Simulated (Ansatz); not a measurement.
## Pt: what relativity and spin–orbit coupling change

```
Pt
1.0
     0.00000    1.97158    1.97158
     1.97158    0.00000    1.97158
     1.97158    1.97158    0.00000
Pt
1
Direct
  0.00000 0.00000 0.00000
```

Structure from Materials Project entry mp-126 (possibly hypothetical), not relaxed further.

One fixed cell is solved with LDA by full-potential LAPW in Ansatz 0.2.0 under different relativistic treatments. Pressure is positive in compression.

Settings: a Γ-centred 16×16×16 k mesh, Fermi–Dirac smearing of 0.05 eV, basis error target 0.25 meV/atom, no spin polarisation.

```csv
setting,P (GPa),"lowest level at Γ above −25 eV, from the valence-band top or, without a gap, the Fermi level (eV)"
scalar-relativistic,-10.50,-10.10
non-relativistic,22.45,?
with spin–orbit coupling,-9.77,?
```

Problem. What belongs in the row "non-relativistic", column "lowest level at Γ above −25 eV, from the valence-band top or, without a gap, the Fermi level (eV)"?

Solution. -7.02.

Problem. What belongs in the row "with spin–orbit coupling", column "lowest level at Γ above −25 eV, from the valence-band top or, without a gap, the Fermi level (eV)"?

Solution. -10.20.
